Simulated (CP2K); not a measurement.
CoO:

```
Co O
1.0
     3.01440    0.00000    0.00000
     1.50720    2.61054    0.00000
     1.50720    0.87018    2.46124
Co O
1 1
Cartesian
  0.0000 0.0000 0.0000
  3.0144 1.7404 1.2306
```

Base run:

| Item | Value |
| --- | --- |
| Program | CP2K 2026.2 |
| Functional | PBEsol |
| Potentials or basis | POTENTIAL_UZH Co GTH-PBE-q17, O GTH-PBE-q6; TZVP-MOLOPT-PBE-GTH basis |
| Density cutoff | 17007 eV |
| k mesh | 11 × 11 × 11 |
| Occupations | fermi-dirac, width 0.05 eV |
| Spin | collinear spin, ferromagnetic start |
| Starting moments | [2.0, 0.0] μB |

Its results: pressure -9.1 GPa; site moments Co +2.72; O +0.28 μB.

Task: After a change of settings the same cell gave: pressure -15.9 GPa; site moments Co +2.67; O +0.33 μB. Which change was it?
A. functional from PBEsol to LDA
B. functional from PBEsol to PBE
C. functional from PBEsol to rev-vdW-DF2

Result: A.

LDA binds more tightly than PBEsol, so the same cell stands under less pressure.

Caveats: the potentials were made for another functional, which shifts forces and pressure; the basis of atomic orbitals isn't converged, which shifts pressures, moduli and gaps; the total moment is fixed, so each spin has its own Fermi level; a cell with one magnetic atom can't hold antiferromagnetic order, which such compounds often take.
